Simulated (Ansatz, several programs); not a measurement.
Antifluorite Mg2Ge, relaxed with r2SCAN in Ansatz (plane waves, PAW): it is cubic, Fm-3m (No. 225); conventional cell a = 6.366 Å, 21.50 Å³ an atom. Around Ge lie 8 Mg at 2.76 Å; around Mg lie 4 Ge at 2.76 Å. The cell was then scaled with its shape and fractional coordinates held. Spin-unpolarised throughout; all numbers are computed.

```tsv
V (Å³/atom)	E (meV/atom)
20.211	14.87
20.856	3.49
21.501	0.00
22.791	12.38
```

(1) Pass a cubic E = c₀ + c₁u + c₂u² + c₃u³, with u = V − 21.340 Å³, through these points.

(2) Where is the minimum, and what bulk modulus follows?

(3) Predict the energy and the pressure at the withheld volume, 22.146 Å³.

Answers

(1) c₀ = 0.19, c₁ = -2.540, c₂ = 8.511, c₃ = -0.6692 (meV and Å³).

(2) dE/du = 0 at u = +0.152, so V₀ = 21.49 Å³. B = V₀ d²E/dV² = 21.49 × (2c₂ + 6c₃u) = 21.49 × 16.412 = 353 meV/Å³, and 1 meV/Å³ is 0.16022 GPa: 57 GPa. A third-order Birch-Murnaghan fit to all five points gives 21.50 Å³ and 56 GPa.

(3) With u = +0.806: E ≈ 3.32 meV and P = −dE/dV ≈ -1.58 GPa. The run gives 3.27 meV and, from its stress, -1.57 GPa.
